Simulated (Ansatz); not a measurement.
**Zinc-blende AlSb**

Calculation: BLYP in Ansatz (PAW).

Run with plane-wave cutoff 520 eV, 10×10×10 k mesh, Fermi–Dirac smearing 0.01 eV, scalar-relativistic PAW data made under PBE.

Cell: measured lattice: a = b = c = 6.136 Å, α = β = γ = 90.00°.

For zinc-blende AlSb, the band gap is 1.41 eV. The smallest direct gap on the k points sampled is 1.56 eV. The width of the whole s-p valence band comes out as 10.72 eV.

Measured, for comparison: band gap 1.73 eV (zero-point renormalisation of 35 meV (experimental, the table's column) added back here, indirect; inputs from Miglio et al. (2020), arXiv:2011.12765).

Note: cell and atoms aren't relaxed at this level (pressure 4.5 GPa).

Spin–orbit coupling is not included; with these elements it can move the gap by several tenths of an eV or more.

The computed numbers hold no vibrational or temperature effects.

Ansatz is an electronic-structure program.
